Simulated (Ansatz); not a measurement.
# Eu: a sweep of LAPW's basis error target

How much do the results for Eu depend on LAPW's basis error target?

Program: Ansatz 0.2.0. Level of theory: DFT, PBE, all-electron LAPW, scalar-relativistic. These are calculated values, not measurements.

1 further run of the same task is left out (set aside as unsound or not needed).

## 1. The structure to begin with

Symmetry: Fd-3m, No. 227, cubic system. Conventional cell: a = 8.294 Å, b = 8.294 Å, c = 8.294 Å, α = 90.00°, β = 90.00°, γ = 90.00°. Eu (site symmetry -43m) has 4 Eu at 3.59 Å as nearest neighbours.

Structure file:

```xyz
2
Lattice="0.0000 4.1469 4.1469 4.1469 0.0000 4.1469 4.1469 4.1469 0.0000" Properties=species:S:1:pos:R:3 pbc="T T T"
Eu    0.0000    0.0000    0.0000
Eu    2.0734    2.0734    2.0734
```

The structure (diamond type) was typed from a prototype and relaxed by PAW; whether it is the ground state wasn't tested.

Atoms are numbered in the order of the input: Eu1, Eu2.

## 2. With basis error target 0.03 eV/atom

The input, input.yaml:

```yaml
crystal:
  lattice:
    - [0.0, 4.1468957738, 4.1468957738]
    - [4.1468957738, 0.0, 4.1468957738]
    - [4.1468957738, 4.1468957738, 0.0]
  atoms:
    - { symbol: Eu, position: [0.0, 0.0, 0.0], spin: 7.0 }
    - { symbol: Eu, position: [0.25, 0.25, 0.25], spin: 7.0 }
magnetization:
  spin_polarized: true
kpoints:
  mp_grid: { grid: [10, 10, 10] }
scf:
  occupations: { method: fermi_dirac, width: 0.05 }
hamiltonian:
  xc: pbe
  pseudopotentials: { kind: all_electron, lapw: { basis_error: 0.03 } }
output:
  forces: true
  stress: true
  eigenvalues: true
```

## 3. With basis error target 0.01 eV/atom

input.yaml, as its differences from that of step 2:

```diff
@@ -16,3 +16,3 @@
   xc: pbe
-  pseudopotentials: { kind: all_electron, lapw: { basis_error: 0.03 } }
+  pseudopotentials: { kind: all_electron, lapw: { basis_error: 0.01 } }
 output:
```

## 4. With basis error target 0.003 eV/atom

input.yaml, as its differences from that of step 3:

```diff
@@ -16,3 +16,3 @@
   xc: pbe
-  pseudopotentials: { kind: all_electron, lapw: { basis_error: 0.01 } }
+  pseudopotentials: { kind: all_electron, lapw: { basis_error: 0.003 } }
 output:
```

## 5. With basis error target 0.0001 eV/atom

input.yaml, as its differences from that of step 4:

```diff
@@ -16,3 +16,3 @@
   xc: pbe
-  pseudopotentials: { kind: all_electron, lapw: { basis_error: 0.003 } }
+  pseudopotentials: { kind: all_electron, lapw: { basis_error: 0.0001 } }
 output:
```

(Steps that only read results are left out.)

Before running it: what results should come out? Wanted: energy error of the loosest run; largest moment, in all runs.

**Answer**, as computed:

| quantity | value |
| --- | --- |
| energy error of the loosest run (LAPW) | 2.7 meV/atom |
| within 1 meV/atom from | basis error target 0.01 |
| largest moment, in all runs (LAPW) | 7.45 μB |

In words: At the loosest setting in the table the energy misses the tightest run by 2.7 meV/atom; from basis error target 0.01 on, all lie within 1 meV/atom of it. The energy falls at every step, as a growing basis should make it. The tightest run took 62 s against 25 s for the loosest. Other magnetic orders may lie lower; this is the state that the run reached. Spin-orbit coupling is left out, though the cell holds Eu; in elements this heavy it can shift bands and gaps by tenths of an eV. No U acts on the open 4f shell, so gap, moments and field gradients hold for the method alone: without a U such a shell tends to sit at the Fermi level.
